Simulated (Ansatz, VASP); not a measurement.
## Two plane-wave programs on BeS

```
CELL_PARAMETERS angstrom
0.00000 2.43792 2.43792
2.43792 0.00000 2.43792
2.43792 2.43792 0.00000
ATOMIC_POSITIONS crystal
Be 0.00000 0.00000 0.00000
S 0.25000 0.25000 0.25000
```

Alike in both runs: functional PBE; k mesh 8 × 8 × 8; occupations gaussian, width 0.02 eV; no spin polarisation.

Ansatz relaxed the structure, and its values are those at the end. VASP's run is a single point on that final structure, the one shown.

```csv
,VASP,Ansatz
version,VASP 6.6.1,Ansatz 0.2.0
potentials or method,"VASP PAW PBE potentials, release 64 (Be, S)","scalar-relativistic, plane waves, PAW"
plane-wave cutoff (eV),520,420
valence electrons in the cell,8,8
```

```csv
,VASP,Ansatz,Ansatz less VASP
gap on the k mesh at the Fermi level (eV),3.15,3.14,-0.001
least direct gap on the mesh (eV),5.68,5.66,-0.018
pressure (GPa),0.0,0.0,-0.01
```

With one functional, cell and mesh, what is left measures potentials, basis and numerics.

A k mesh can miss the band edges. A hybrid or GW would open this gap; PBE tends to underestimate it.
